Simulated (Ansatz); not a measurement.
**Structure types of Zn compared at 54 GPa**

Structure types of Zn are relaxed in primitive cells with their symmetry kept at 54 GPa, first on PAW files, then by LAPW. The enthalpy is E + pV at zero temperature, without zero-point motion. Only the types listed were tried, and differences under about 5 meV/atom are mesh noise.

Level of theory: DFT with PBE, scalar-relativistic, in Ansatz 0.2.0; Fermi–Dirac smearing of 0.05 eV, no spin polarisation. LAPW: all electrons, basis error target 0.5 meV/atom; PAW: frozen-core files, cutoff 420 eV.

k meshes: fcc 19×19×19, bcc 19×19×19, hcp 18×18×10, sc 17×17×17, beta tin 18×18×18, omega 9×9×13.

Q: Which type is lowest in enthalpy, and by how much?

A: hcp, 51 meV/atom below fcc. The whole table:

```
start type             ends as          a, b, c (Å)  V (Å³/atom)  H − H(lowest), LAPW (meV/atom)  same, PAW
       fcc          fcc, Fm-3m  3.518, 3.518, 3.518        10.89                            50.7       50.6
       bcc          bcc, Im-3m  2.796, 2.796, 2.796        10.93                           143.3      143.5
       hcp       hcp, P6_3/mmc  2.477, 2.477, 4.075        10.83                             0.0        0.0
        sc           sc, Pm-3m  2.298, 2.298, 2.298        12.13                           842.7      842.1
  beta tin  beta tin, I4_1/amd  4.525, 4.525, 2.294        11.74                           617.8      617.6
     omega       omega, P6/mmm  3.984, 3.984, 2.412        11.05                           193.6      193.4
```

Q: Split the lead of hcp over fcc into energy and pV.

A: For fcc less hcp: ΔE = +32.2 meV/atom, and p·ΔV = 54 GPa × +0.0549 Å³ × 6.242 meV/(GPa·Å³) = +18.5 meV/atom, together 50.7 meV/atom. hcp wins on both counts.
